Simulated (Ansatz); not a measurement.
Crystal: AlCu3.

```
Cu Al
1.0
     0.00000    2.88801    2.88801
     2.88801    0.00000    2.88801
     2.88801    2.88801    0.00000
Cu Al
3 1
Direct
  0.75000 0.75000 0.75000
  0.25000 0.25000 0.25000
  0.50000 0.50000 0.50000
  0.00000 0.00000 0.00000
```

The cell comes from a database or a generator and needn't be the stable form of this composition.

* Program: Ansatz 0.2.0
* Task: relaxation of cell and atoms
* Functional: PBEsol
* Dispersion: D3(BJ)-ATM
* Potentials or basis: Ansatz PAW
* Cutoff: 420 eV (not typed: the program's choice for these potentials)
* k mesh: 8 × 8 × 8
* Occupations: fermi-dirac, width 0.05 eV
* Spin: no spin polarisation

At the start: volume 12.04 Å³/atom.

Problem. Where does the relaxation end?

Solution. It ends after 5 steps and the volume is 11.60 Å³/atom (-3.7 %); space group Fm-3m (No. 225, to 0.05 Å).

The path:
| step | energy change (eV) | largest force (eV/Å) | volume (Å³) |
| --- | --- | --- | --- |
| 1 | 0.0000 | 0.0000 | 48.18 |
| 2 | -0.0277 | 0.0000 | 47.12 |
| 3 | -0.0337 | 0.0000 | 46.36 |
| 4 | -0.0337 | 0.0000 | 46.41 |
| 5 | -0.0325 | 0.0000 | 46.41 |

Final structure:
```
CELL_PARAMETERS angstrom
0.00000 2.85235 2.85235
2.85235 0.00000 2.85235
2.85235 2.85235 0.00000
ATOMIC_POSITIONS crystal
Cu 0.75000 0.75000 0.75000
Cu 0.25000 0.25000 0.25000
Cu 0.50000 0.50000 0.50000
Al 0.00000 0.00000 0.00000
```

Caveat: the plane-wave basis is chosen anew once the cell has moved, so the energies of steps on either side of that aren't comparable; pairwise dispersion overbinds metals, which lowers pressure and volume; the PAW data sets come from PBE, with cores solved anew for the run's functional, which leaves a small shift of forces and pressure.
